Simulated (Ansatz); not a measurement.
CaB₆: experiment and calculation

**What was measured.**

A printed reference work (data compilation, original work of 1961) reports, for a bulk crystal of CaB6: lattice constant a 4.144 Å.

How close the calculation comes is told at the end.

The calculation used DFT PBE, scalar-relativistic, plane waves, PAW (Ansatz).

Settings: cutoff 420 eV, Γ-centred mesh 8×8×8 on the computed 7-atom cell, Gaussian smearing of 0.01 eV; no spin polarisation.

Relaxed structure:

```cif
data_structure
_symmetry_space_group_name_H-M 'Pm-3m'
_symmetry_Int_Tables_number 221
_cell_length_a 4.1479
_cell_length_b 4.1479
_cell_length_c 4.1479
_cell_angle_alpha 90.000
_cell_angle_beta 90.000
_cell_angle_gamma 90.000
_cell_volume 71.37
loop_
_atom_site_label
_atom_site_type_symbol
_atom_site_symmetry_multiplicity
_atom_site_Wyckoff_symbol
_atom_site_fract_x
_atom_site_fract_y
_atom_site_fract_z
_atom_site_occupancy
Ca1 Ca 1 a 0.00000 0.00000 0.00000 1
B1 B 6 f 0.20178 0.50000 0.50000 1
```

```json
{
 "Space group": "Pm-3m (No. 221)",
 "Volume per atom": "10.20 Å³",
 "Formation energy from the elements' standard states (uncorrected)": "-0.409 eV/atom",
 "Kohn–Sham band gap": "zero, with almost no states at the Fermi level",
 "Density of states at the Fermi level": "0.0 states/eV per cell",
 "Orbital (Löwdin) character within 0.5 eV of the Fermi level": "B 2p 90 %, unprojected 10 %",
 "Bulk modulus": "149 GPa",
 "Its pressure derivative": "3.5",
 "Bader charge by site (e)": "Ca (1 in the cell) 1.54, B (6 in the cell) -0.26"
}
```

The smearing is narrow for a metal on this mesh.

Against the measured lattice constant a of CaB6, 4.144 Å (a printed reference work (data compilation, original work of 1961)), the calculated 4.148 Å is off by +0.1 %. The calculation is for 0 K without zero-point motion.

The structure comes from a generated guess; another structure or a mixture of phases may lie lower. Kohn–Sham gaps at this level usually fall short of measured ones. Bands overlap only slightly here, and a semilocal functional can close a small real gap.
